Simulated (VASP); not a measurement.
# KCl (Fm-3m) in VASP: further runs, part 2 of 2

VASP 6.6.1.

### Step 3. Single point, PBE

File INCAR:

```
SYSTEM = KCl
PREC     = Accurate       ! precision mode
ENCUT    = 520            ! plane-wave cutoff, eV
EDIFF    = 1E-6           ! SCF threshold, eV
ISMEAR   = 0              ! smearing method
SIGMA    = 0.05           ! smearing width, eV
LREAL    = .FALSE.        ! projectors in reciprocal space
LASPH    = .TRUE.         ! aspherical terms in the spheres
NELM     = 100            ! most SCF steps
ALGO     = Normal         ! electronic algorithm
ISIF     = 2              ! what is computed and relaxed
LWAVE    = .FALSE.        ! write WAVECAR
LCHARG   = .FALSE.        ! write CHGCAR
GGA      = PE             ! functional
NBANDS   = 15             ! bands
```

File KPOINTS:

```
regular mesh
0
G
  8 8 8
  0 0 0
```

File POSCAR:

```
KCl
1.0
    0.0000000000      3.1561000000      3.1561000000
    3.1561000000      0.0000000000      3.1561000000
    3.1561000000      3.1561000000      0.0000000000
K Cl
1 1
Direct
    0.0000000000      0.0000000000      0.0000000000
    0.5000000000      0.5000000000      0.5000000000
```

Potentials or basis: VASP PAW PBE potentials, release 64 (K_sv, Cl).

Started as:

```console
> cat potpaw_PBE.64/K_sv/POTCAR potpaw_PBE.64/Cl/POTCAR > POTCAR
> mpirun -np 1 vasp_std > vasp.out
```

OUTCAR:

```text
SYSTEM = KCl
   PREC = Accurate
   ENCUT = 520
   EDIFF = 1E-6
   ISMEAR = 0
   LREAL = .FALSE.
   LASPH = .TRUE.
   NELM = 100
   ISIF = 2
   GGA = PE

 ion  position               nearest neighbor table
   1  0.000  0.000  0.000-   2 3.16   2 3.16   2 3.16   2 3.16   2 3.16   2 3.16
   2  0.500  0.500  0.500-   1 3.16   1 3.16   1 3.16   1 3.16   1 3.16   1 3.16

  LATTYP: Found a face centered cubic cell.
 ALAT       =     6.3122000000

  Lattice vectors:

 A1 = (   0.0000000000,   3.1561000000,   3.1561000000)
 A2 = (   3.1561000000,   0.0000000000,   3.1561000000)
 A3 = (   3.1561000000,   3.1561000000,   0.0000000000)

Analysis of symmetry for initial positions (statically):
=====================================================================
 Subroutine PRICEL returns:
 Original cell was already a primitive cell.

 Routine SETGRP: Setting up the symmetry group for a
 face centered cubic supercell.

 Subroutine GETGRP returns: Found 48 space group operations
 (whereof 48 operations were pure point group operations)
 out of a pool of 48 trial point group operations.

The static configuration has the point symmetry O_h .

Analysis of symmetry for dynamics (positions and initial velocities):
=====================================================================
 Subroutine PRICEL returns:
 Original cell was already a primitive cell.

 Routine SETGRP: Setting up the symmetry group for a
 face centered cubic supercell.

 Subroutine GETGRP returns: Found 48 space group operations
 (whereof 48 operations were pure point group operations)
 out of a pool of 48 trial point group operations.

The dynamic configuration has the point symmetry O_h .

 Subroutine INISYM returns: Found 48 space group operations
 (whereof 48 operations are pure point group operations),
 and found     1 'primitive' translations

----------------------------------------------------------------------------------------

                                     Primitive cell

  volume of cell :      62.8756

  direct lattice vectors                    reciprocal lattice vectors
     0.000000000  3.156100000  3.156100000    -0.158423371  0.158423371  0.158423371
     3.156100000  0.000000000  3.156100000     0.158423371 -0.158423371  0.158423371
     3.156100000  3.156100000  0.000000000     0.158423371  0.158423371 -0.158423371

  length of vectors
     4.463399424  4.463399424  4.463399424     0.274397327  0.274397327  0.274397327

  position of ions in fractional coordinates (direct lattice)
     0.000000000  0.000000000  0.000000000
     0.500000000  0.500000000  0.500000000

  ion indices of the primitive-cell ions
   primitive index   ion index
                 1           1
                 2           2

----------------------------------------------------------------------------------------

 KPOINTS: regular mesh

Automatic generation of k-mesh.
 Grid dimensions read from file:
 generate k-points for:    8    8    8

 Generating k-lattice:

  Cartesian coordinates                     Fractional coordinates (reciprocal lattice)
    -0.019802921  0.019802921  0.019802921     0.125000000  0.000000000  0.000000000
     0.019802921 -0.019802921  0.019802921     0.000000000  0.125000000  0.000000000
     0.019802921  0.019802921 -0.019802921     0.000000000  0.000000000  0.125000000

  Length of vectors
     0.034299666  0.034299666  0.034299666

[... 39 lines left out ...]
   dimension x,y,z NGXF=    72 NGYF=   72 NGZF=   72
   ions per type =               1   1
   NGX,Y,Z   is equivalent  to a cutoff of  13.41, 13.41, 13.41 a.u.
   NGXF,Y,Z  is equivalent  to a cutoff of  26.82, 26.82, 26.82 a.u.
 SYSTEM =  KCl
   PREC   = accura    normal or accurate (medium, high low for compatibility)
   ISTART =      0    job   : 0-new  1-cont  2-samecut
   ICHARG =      2    charge: 1-file 2-atom 10-const
   ISPIN  =      1    spin polarized calculation?
   LNONCOLLINEAR =      F non collinear calculations
   LSORBIT =      F    spin-orbit coupling
   LASPH  =      T    aspherical Exc in radial PAW
   ENCUT  =  520.0 eV  38.22 Ry    6.18 a.u.   8.30  8.30  8.30*2*pi/ulx,y,z
   NELM   =    100;   NELMIN=  2; NELMDL= -5     # of ELM steps
   EDIFF  = 0.1E-05   stopping-criterion for ELM
   LREAL  =      F    real-space projection
   EDIFFG = 0.1E-04   stopping-criterion for IOM
   NSW    =      0    number of steps for IOM
   IBRION =     -1    ionic relax: 0-MD 1-quasi-New 2-CG
   NFREE  =      0    steps in history (QN), initial steepest desc. (CG)
   ISIF   =      2    stress and relaxation
   ISYM   =      2    0-nonsym 1-usesym 2-fastsym
   POTIM  = 0.5000    time-step for ionic-motion
   TEBEG  =    0.0;   TEEND  =   0.0 temperature during run
   PSTRESS=    0.0 pullay stress
   NELECT =      16.0000    total number of electrons
   NUPDOWN=      -1.0000    fix difference up-down
   EMIN   =  10.00;   EMAX   =-10.00  energy-range for DOS
   EFERMI =   0.00;   METHOD = LEGACY
   ISMEAR =     0;   SIGMA  =   0.05  broadening in eV -4-tet -1-fermi 0-gaus
   EFERMI_NEDOS =   21; number of points for ismear=-14 and -15
   IALGO  =     38    algorithm
   IMIX   =      4    mixing-type and parameters
     AMIX     =   0.40;   BMIX     =  1.00
     AMIX_MAG =   1.60;   BMIX_MAG =  1.00
  volume/ion in A,a.u.               =      31.44       212.15
  Fermi-wavevector in a.u.,A,eV,Ry     =   1.037419  1.960437 14.643101  1.076238
  Thomas-Fermi vector in A             =   2.171856
   LORBIT       =      0    0 simple, 1 ext, 2 COOP (PROOUT), +10 PAW based schemes
   GGA     = PE    functional components
   LHFCALC =     F    Hartree Fock is set to
   AEXX    =    0.0000 exact exchange contribution
   IVDW    =     0    specifies the selected vdW correction
   LEPSILON=     F    determine dielectric tensor
   LRPA    =     F    only Hartree local field effects (RPA)
 non-spin polarized calculation
 Gauss-broadening in eV      SIGMA  =   0.05
  energy-cutoff  :      520.00
  volume of cell :       62.88
 maximum number of plane-waves:      1719
 NGX is ok and might be reduce to    36
   NGX = 17   NGY = 17   NGZ = 17

 number of electron      16.0000000 magnetization

 Free energy of the ion-electron system (eV)
  ---------------------------------------------------
  ext. energy  EPLUGINS =         0.00000000
  ---------------------------------------------------
  free energy    TOTEN  =        -6.80650732 eV

  energy without entropy =       -6.80650732  energy(sigma->0) =       -6.80650732

 E-fermi :  -1.6032     XC(G=0):  -7.5017

 val. band max:       -1.8783076717   @ k =   0.0000   0.0000   0.0000
 cond. band min:       3.2770263956   @ k =   0.0000   0.0000   0.0000
 fundamental gap:      5.1553340672
 Fermi energy:        -1.6031954394

 k-point     1 :       0.0000    0.0000    0.0000
  band No.  band energies     occupation
      1     -29.0988      2.00000
      2     -13.9858      2.00000
      3     -12.5594      2.00000
      4     -12.5594      2.00000
      5     -12.5594      2.00000
      6      -1.8783      2.00000
      7      -1.8783      2.00000
      8      -1.8783      2.00000
      9       3.2770      0.00000
     10       6.4971      0.00000
     11       6.4971      0.00000
     12       6.4971      0.00000
     13       7.3686      0.00000
     14       7.3686      0.00000
[... 401 lines left out ...]
      2     -14.0819      2.00000
      3     -12.6119      2.00000
      4     -12.5909      2.00000
      5     -12.4117      2.00000
      6      -2.7067      2.00000
      7      -2.2739      2.00000
      8      -2.2031      2.00000
      9       5.9526      0.00000
     10       6.4412      0.00000
     11       8.1550      0.00000
     12       8.2454      0.00000
     13       9.0231      0.00000
     14       9.8887      0.00000
     15       9.9003      0.00000

 [... further k-points ...]

------------------------ aborting loop because EDIFF is reached ----------------------------------------

  FORCE on cell =-STRESS in cart. coord.  units (eV):
  Direction    XX          YY          ZZ          XY          YZ          ZX
  --------------------------------------------------------------------------------------
  -------------------------------------------------------------------------------------
  Total        0.2364682      0.2364682      0.2364682      0.0000000      0.0000000     -0.0000000
  in kB        6.0256100      6.0256100      6.0256100      0.0000000      0.0000000     -0.0000000
  external PRESSURE =       6.0256100 kB  Pullay stress =       0.0000000 kB

 VOLUME and BASIS-vectors are now :
 -----------------------------------------------------------------------------
  energy-cutoff  :      520.00
  volume of cell :       62.88
      direct lattice vectors                 reciprocal lattice vectors
     0.000000000  3.156100000  3.156100000    -0.158423371  0.158423371  0.158423371
     3.156100000  0.000000000  3.156100000     0.158423371 -0.158423371  0.158423371
     3.156100000  3.156100000  0.000000000     0.158423371  0.158423371 -0.158423371

 POSITION                                       TOTAL-FORCE (eV/Angst)
 -----------------------------------------------------------------------------------
      0.00000      0.00000      0.00000        -0.000000      0.000000     -0.000000
      3.15610      3.15610      3.15610         0.000000     -0.000000      0.000000
 -----------------------------------------------------------------------------------
    total drift:                                0.000000      0.000000      0.000000

  FREE ENERGIE OF THE ION-ELECTRON SYSTEM (eV)
  ---------------------------------------------------
  free  energy   TOTEN  =        -6.8065073239 eV

  energy  without entropy=       -6.8065073239  energy(sigma->0) =       -6.80650732
```

It took 45 s on 1 thread of Intel Xeon 8259CL, shared host; peak memory 0.21 GiB.

What came out:

* Free energy: -6.8065 eV
* Pressure: 0.6 GPa
* Band gap on the k mesh: 5.16 eV, direct

### Step 4. Against experiment

Step 2. A measured gap of KCl is 8.68 eV (a printed reference work, monograph); the calculated 5.16 eV misses it by -3.52 eV. The value is that of PBE, without temperature or zero-point motion. Semilocal functionals fall short of measured gaps as a rule.

Step 3. A measured gap of KCl is 8.68 eV (a printed reference work, monograph); the calculated 5.16 eV misses it by -3.52 eV. The value is that of PBE on a finite k mesh, which can miss the band edges, without temperature or zero-point motion. Semilocal functionals fall short of measured gaps as a rule.
